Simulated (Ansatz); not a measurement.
# Zn: the crystal squeezed far

An exercise on one series of results from a longer session: the logs are not shown, and one member is left open.

Program: Ansatz 0.2.0. Level of theory: DFT PBE, with the methods named in each step. These are calculated values, not measurements.

## Starting point

It takes space group P6/mmm (No. 191, hexagonal). Conventional cell: a = 4.402 Å, b = 4.402 Å, c = 2.794 Å, α = 90.00°, β = 90.00°, γ = 120.00°. Zn (site symmetry 6/mmm) is surrounded by 14 Zn at 2.79 to 2.90 Å. Zn (site symmetry -6m2) is surrounded by 11 Zn at 2.54 to 2.90 Å.

As a file:

```
CELL_PARAMETERS angstrom
4.40151 0.00000 0.00000
-2.20075 3.81182 0.00000
0.00000 0.00000 2.79407
ATOMIC_POSITIONS crystal
Zn 0.00000 0.00000 0.00000
Zn 0.33333 0.66667 0.50000
Zn 0.66667 0.33333 0.50000
```

Whether this phase is the stable one at these pressures isn't tested.

Atoms are numbered in the order of the input: Zn1, Zn2, Zn3.

The first run:

File input.yaml:

```yaml
crystal:
  lattice:
    - [4.4015085616, 0.0, 0.0]
    - [-2.2007542808, 3.8118182293, 0.0]
    - [0.0, 0.0, 2.7940739961]
  atoms:
    - { symbol: Zn, position: [0.0, 0.0, 0.0] }
    - { symbol: Zn, position: [0.3333333333, 0.6666666667, 0.5] }
    - { symbol: Zn, position: [0.6666666667, 0.3333333333, 0.5] }
kpoints:
  mp_grid: { grid: [9, 9, 12] }
  band_path:
    path:
      - [0.0, 0.0, 0.0]
      - [0.5, 0.0, 0.0]
      - [0.3333333333, 0.3333333333, 0.0]
      - [0.0, 0.0, 0.0]
      - [0.0, 0.0, 0.5]
      - [0.5, 0.0, 0.5]
      - [0.3333333333, 0.3333333333, 0.5]
      - [0.0, 0.0, 0.5]
      - [0.5, 0.0, 0.5]
    npoints: 14
scf:
  occupations: { method: fermi_dirac, width: 0.1 }
hamiltonian:
  xc: pbe
  pseudopotentials: { kind: all_electron, lapw: { basis_error: 0.001 } }
output:
  forces: true
  stress: true
  eigenvalues: true
  populations: true
  dos: { projected: true, de: 0.2, e_range: [-14, 8] }
```

Started as:

```sh
$ ansatz run input.yaml --threads 1 --pin off --max-ram 3072MiB --backend cpu --events-out ev --progress --plain --runs-dir out
```

Among the steps run: The reference volume, LAPW; Volume scaled by 1, crystal datasets; Volume scaled by 1, norm-conserving; Volume scaled by 0.92, LAPW; Volume scaled by 0.92, crystal datasets; Volume scaled by 0.76, LAPW; Volume scaled by 0.68, LAPW; Volume scaled by 0.45, LAPW; Volume scaled by 0.45, crystal datasets; Volume scaled by 0.45, norm-conserving.

One of the session's tables, all rows but one given; the rest of the session is left out.

| method | volume over the first | volume (Å³/atom) | pressure (GPa) |
| --- | --- | --- | --- |
| LAPW | 1 | 15.626 | -0.01 |
| LAPW | 0.92 | 14.376 | 6.28 |
| LAPW | 0.76 | 11.876 | 35.26 |
| LAPW | 0.68 | 10.626 | 66.27 |
| LAPW | 0.45 | 7.032 | 387.53 |
| PAW | 1 | 15.626 | -0.01 |
| PAW | 0.92 | 14.376 | 6.29 |
| PAW | 0.76 | 11.876 | 35.26 |
| PAW | 0.68 | ? | ? |
| PAW | 0.45 | 7.032 | 387.50 |
| PAW (cutoff 250 eV) | 0.45 | 7.032 | 414.44 |
| crystal datasets | 1 | 15.626 | -0.01 |
| crystal datasets | 0.92 | 14.376 | 6.28 |
| crystal datasets | 0.45 | 7.032 | 387.52 |
| norm-conserving | 1 | 15.626 | -0.05 |
| norm-conserving | 0.45 | 7.032 | 391.78 |

Q: Estimate the row for PAW, 0.68 from the others.

**Answer.** volume (Å³/atom): 10.626; pressure (GPa): 66.26.

Caveats from the session: Rows by PAW come from runs of the same series that aren't printed here. A fit over so wide a range leans to the high pressures, so B₀ can be off by several per cent. Warnings in the runs' records: crystal datasets made, cutoff below recommended.
